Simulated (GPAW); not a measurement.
# WS2 in GPAW: equation of state

Aim: energy against volume of WS2 in PBEsol, for its equilibrium volume and stiffness.

Everything below comes from runs of GPAW 26.7.0. Logs are shortened: lines on timing, memory, paths and dates and some standing lists are left out, and cuts for length are marked. The log counts tension as positive stress, the text compression.

### 1 The slab as given

The cell holds a slab with vacuum, 3 atoms: a = 3.184 Å, b = 3.184 Å, c = 16.951 Å, α = 90.00°, β = 90.00°, γ = 120.00°.

### 2 Equation of state, PBEsol

Contents of run.py:

```python
from ase import Atoms
from ase.eos import EquationOfState
from ase.io import Trajectory
from ase.units import GPa
from gpaw import GPAW, PW, setup_paths

setup_paths.insert(0, '.')

atoms = Atoms(['W', 'S', 'S'],
              cell=[[3.1835163552, 0.0, 0.0],
                    [-1.5917581776, 2.7570060369, 0.0],
                    [0.0, 0.0, 16.95057789]],
              scaled_positions=[[0.0, 0.0, 0.0],
                                [0.3333333333, 0.6666666667, 0.09200051],
                                [0.3333333333, 0.6666666667, 0.90799949]],
              pbc=True)

traj = Trajectory('eos.traj', 'w')
volumes, energies = [], []
for x in [0.94, 0.96, 0.98, 1.0, 1.02, 1.04, 1.06]:
    a = atoms.copy()
    a.set_cell(atoms.cell * x**(1 / 3), scale_atoms=True)
    calc = GPAW(mode=PW(600),
                xc='PBEsol',
                kpts={'size': (10, 10, 2), 'gamma': True},
                occupations={'name': 'fermi-dirac', 'width': 0.05},
                nbands=25,
                convergence={'density': 1e-05, 'energy': 1e-05},
                maxiter=150,
                txt=f'eos-{x:.2f}.txt')
    a.calc = calc
    energies.append(a.get_potential_energy(force_consistent=True))
    volumes.append(a.get_volume())
    p = -a.get_stress()[:3].mean() / GPa
    calc.write(f'eos-{x:.2f}.gpw')
    traj.write(a)
    print(f'{x:.2f} {volumes[-1]:10.4f} A^3 {energies[-1]:14.6f} eV {p:9.3f} GPa', flush=True)

v0, e0, B = EquationOfState(volumes, energies, eos='birchmurnaghan').fit()
print(f'V0 = {v0:.4f} A^3, E0 = {e0:.6f} eV, B0 = {B / GPa:.2f} GPa')
```

Potentials or basis: PAW data sets generated in the run's folder for this functional, pw.

Started as:

```bash
gpaw-setup -f PBEsol S W
OMP_NUM_THREADS=1 python run.py
```

What it wrote:

```text
__  _  _
 | _ |_)|_||  |
 |__||  | ||/\| - 26.7.0

Input parameters:
  mode=PW(ecut=600.0),
  convergence={'density': 1e-05, 'energy': 1e-05},
  kpts=MonkhorstPack(size=(10, 10, 2), gamma=True),
  maxiter=150,
  nbands=25,
  occupations=Occupations(name='fermi-dirac', width=0.05),
  xc=XC(name='PBEsol')

Diagonalizing LCAO Hamiltonian
Converting LCAO to pw mode

         S

         S

       W

Atoms  # Å, Bohr magnetons
|   | symbol |         x |        y |         z |    initial magnetic moments |
|---|--------|-----------|----------|-----------|-----------------------------|
| 0 |      W |  0.000000 | 0.000000 |  0.000000 | ( 0.0000,  0.0000,  0.0000) |
| 1 |      S | -0.000000 | 1.800483 |  1.527627 | ( 0.0000,  0.0000,  0.0000) |
| 2 |      S | -0.000000 | 1.800483 | 15.076924 | ( 0.0000,  0.0000,  0.0000) |

Unit cell  # Å
| periodic |         x |        y |         z |   lengths |     angles |
|----------|-----------|----------|-----------|-----------|------------|
|      yes |  3.118528 | 0.000000 |  0.000000 |  3.118528 |  90.000000 |
|      yes | -1.559264 | 2.700725 |  0.000000 |  3.118528 |  90.000000 |
|      yes |  0.000000 | 0.000000 | 16.604551 | 16.604551 | 120.000000 |

Number of symmetries: 12
Symmetry operations  # r_c * U_cc + t_c -> r_c
|    | kind |            matrix            |
|----|------|------------------------------|
|  0 |  σ   |  1, 1, 0,  0,-1, 0,  0, 0, 1 |
|  1 |  C2  |  1, 1, 0,  0,-1, 0,  0, 0,-1 |
|  2 |  E   |  1, 0, 0,  0, 1, 0,  0, 0, 1 |
|  3 |  σ   |  1, 0, 0,  0, 1, 0,  0, 0,-1 |
|  4 |  C3  |  0, 1, 0, -1,-1, 0,  0, 0, 1 |
|  5 |  S3  |  0, 1, 0, -1,-1, 0,  0, 0,-1 |
|  6 |  σ   |  0,-1, 0, -1, 0, 0,  0, 0, 1 |
|  7 |  C2  |  0,-1, 0, -1, 0, 0,  0, 0,-1 |
|  8 |  σ   | -1, 0, 0,  1, 1, 0,  0, 0, 1 |
|  9 |  C2  | -1, 0, 0,  1, 1, 0,  0, 0,-1 |
| 10 |  C3  | -1,-1, 0,  1, 0, 0,  0, 0, 1 |
| 11 |  S3  | -1,-1, 0,  1, 0, 0,  0, 0,-1 |

BZ-sampling:
  Number of BZ points: 200
  Number of IBZ points: 28

  Monkhorst-Pack size: [10, 10, 2]
  Monkhorst-Pack shift: [0.05, 0.05, 0.25]

K-points  # in reciprocal-cell coordinates
|     |                                coordinates |     weight |
|-----|--------------------------------------------|------------|
|   0 | (  0.00000000,   0.00000000,   0.00000000) | 0.00500000 |
|   1 | (  0.00000000,   0.00000000,   0.50000000) | 0.00500000 |
|   2 | (  0.10000000,   0.00000000,   0.00000000) | 0.03000000 |
|   3 | (  0.10000000,   0.00000000,   0.50000000) | 0.03000000 |
|   4 | (  0.20000000,  -0.10000000,   0.00000000) | 0.03000000 |
|   5 | (  0.20000000,  -0.10000000,   0.50000000) | 0.03000000 |
|   6 | (  0.20000000,   0.00000000,   0.00000000) | 0.03000000 |
|   7 | (  0.20000000,   0.00000000,   0.50000000) | 0.03000000 |
|   8 | (  0.30000000,  -0.10000000,   0.00000000) | 0.06000000 |
|   9 | (  0.30000000,  -0.10000000,   0.50000000) | 0.06000000 |
| ... |                                            |            |
|  27 | (  0.50000000,   0.50000000,   0.50000000) | 0.01500000 |

Plane wave coefficients: 4688
Cutoff: 600.0 eV

Spin-components: 1 (collinear spins)
Bands:           25
Projectors:      16
Spin-degeneracy: 2
Datatype:        complex128

Parallelization:
  kpt:    1
  domain: 1
  band:   1

Density:
  Valence electrons: 26.0
  Components: 1
  Grid points: [18 18 96]
  Charge: 0.0  # |e|

Potential:
  Grid points: [18 18 96]

species:
  W:
    name:    Tungsten
    Z:       74.0
    valence: 14
    core:    60
    charge:  0.0  # [|e|]
    compensation charges:
      type: gauss
      rc: 0.40  # [Å]
      lmax: 2
    cutoffs:
      filter: 2.36  # [Å]
      core: 3.02  # [Å]
    projectors
    | kind |    occ | energy [eV] | rcut [Å] |
    |------|--------|-------------|----------|
    |   5s |  2.000 |     -78.864 |    1.344 |
    |   6s |  2.000 |      -5.730 |    1.344 |
    |   5p |  6.000 |     -43.252 |    1.355 |
    |   6p |  0.000 |      -1.338 |    1.355 |
    |   5d |  4.000 |      -4.526 |    1.228 |
    |    d |        |      22.686 |    1.228 |

    Using partial waves for W as LCAO basis

  S:
    name:    Sulfur
    Z:       16.0
    valence: 6
    core:    10
    charge:  0.0  # [|e|]
    compensation charges:
      type: gauss
      rc: 0.24  # [Å]
      lmax: 2
    cutoffs:
      filter: 1.77  # [Å]
      core: 1.66  # [Å]
    projectors
    | kind |    occ | energy [eV] | rcut [Å] |
    |------|--------|-------------|----------|
    |   3s |  2.000 |     -17.192 |    0.974 |
    |   3p |  4.000 |      -6.978 |    0.979 |
    |    s |        |      10.020 |    0.974 |
    |    p |        |      20.234 |    0.979 |
    |    d |        |       0.000 |    0.900 |

    Using partial waves for S as LCAO basis

Reference energy: -460323.169833  # eV

eigensolver:
  PPCG
  Converge bands: occupied
  niter=2

density mixing:
  MSR1-Mixer
  Pratt-step length: 0.05
  Maximum mixing coefficient: 0.75
  Old densities: 10
  SVD Regularization: 0.005
  Good broyden scale: 1.0
  Trust region scale: 1.0
  Backstep threshold: 4.0
  History deletion threshold: 6.0
  Fourier metric: weight=20.0, sigma=0.015

occupation numbers:
  Fermi-Dirac:
    width: 0.0500  # eV

poisson solver:
  ecut: 4800.0  # eV

xc functional:
  name: PBEsol with 2 nearest neighbor stencil

convergence criteria:
- Maximum integral of absolute [dens]ity change: 1e-05 electrons / valence electron
- Maximum [total energy] change in last 3 cyles: 1e-05 eV / valence electron
- Maximum integral of absolute [eigenst]ate change: 4e-08 eV^2 / valence electron
maximum number of iterations: 150

SCF iterations
|iter     | |      energy | eigst |  dens |
|---------|-|-------------|-------|-------|
|iter:   1| |  -24.125046 | +0.27 |       |
|iter:   2| |  -24.090054 | -1.45 | -1.18 |
|iter:   3| |  -23.815925 | -1.49 | -1.22 |
|iter:   4| |  -23.857910 | -1.94 | -1.67 |
|iter:   5| |  -23.780165 | -2.43 | -1.64 |
|iter:   6| |  -23.779565 | -3.63 | -2.12 |
|iter:   7| |  -23.779578 | -4.57 | -2.99 |
|iter:   8| |  -23.779580c| -5.35 | -3.58 |
|iter:   9| |  -23.779580c| -6.00 | -4.31 |
|iter:  10| |  -23.779580c| -6.55 | -5.04c|
|iter:  11| |  -23.779580c| -7.03 | -5.55c|
|iter:  12| |  -23.779580c| -7.49c| -6.32c|

Converged in 12 steps
Energy contributions relative to reference atoms: (reference = -460323.169833)

Energy contributions:
  Kinetic:          27.477963
  Coulomb:         -27.451055
  Zero:              0.123841
  External:          0.000000
  Xc:              -23.930329
  Entropy:          -0.000000
  Spinorbit:         0.000000
  ----------------------------
  Free energy:     -23.779580
  Extrapolated:    -23.779580

dipole moment: (-9.409341, -7.986878, -61.878528)  # |e|*Ang

Fermi level: 0.440
Eigenvalues  # (at kpt = [0.000, 0.000, 0.000])
| band index |      eig [eV] | occ [0-2] |
|------------|---------------|-----------|
|          0 |       -74.122 |     2.000 |
|        ... |               |           |
|          5 |       -13.780 |     2.000 |
|          6 |        -7.182 |     2.000 |
|          7 |        -3.603 |     2.000 |
|          8 |        -3.603 |     2.000 |
|          9 |        -2.651 |     2.000 |
|         10 |        -2.215 |     2.000 |
[... 8 lines left out ...]
|         19 |         5.174 |     0.000 |
|         20 |         6.317 |     0.000 |
|        ... |               |           |
|         24 |        10.085 |     0.000 |

Gap: 2.162 eV
Transition (v -> c):
  (s=0, k=1, n=12, [0.00, 0.00, 0.50]) -> (s=0, k=19, n=13, [0.40, 0.30, 0.50])
Direct/indirect transitions are different
Direct gap: 2.328 eV
Transition at: (s=0, k=19, n=12, [0.40, 0.30, 0.50])

Stress tensor  # eV/Ang^3
|         x |         y |         z |
|-----------|-----------|-----------|
| -0.015204 |  0.000000 |  0.000000 |
| -0.000000 | -0.015204 |  0.000000 |
|  0.000000 |  0.000000 | -0.023523 |

# Writing to eos-0.94.gpw (mode='')
```

Run time: 6.9 min. Hardware: 1 thread of Arm Neoverse V2, shared host; peak memory 0.51 GiB.

What came out:

* Equilibrium volume: 48.69 Å³/atom
* Bulk modulus at fixed shape and positions: 61 GPa
* Pressure derivative of the bulk modulus: 4.4

Energy against volume, from the lowest point:
```tsv
volume (Å³/atom)	energy (meV/atom)
46.616	18.08
47.608	4.71
48.600	0.00
49.592	3.06
50.583	13.11
51.575	29.38
52.567	51.25
```

Caveat: the cell was scaled at fixed shape and fractional positions, which overstates the stiffness of a crystal with free parameters, most of all of layers and chains.
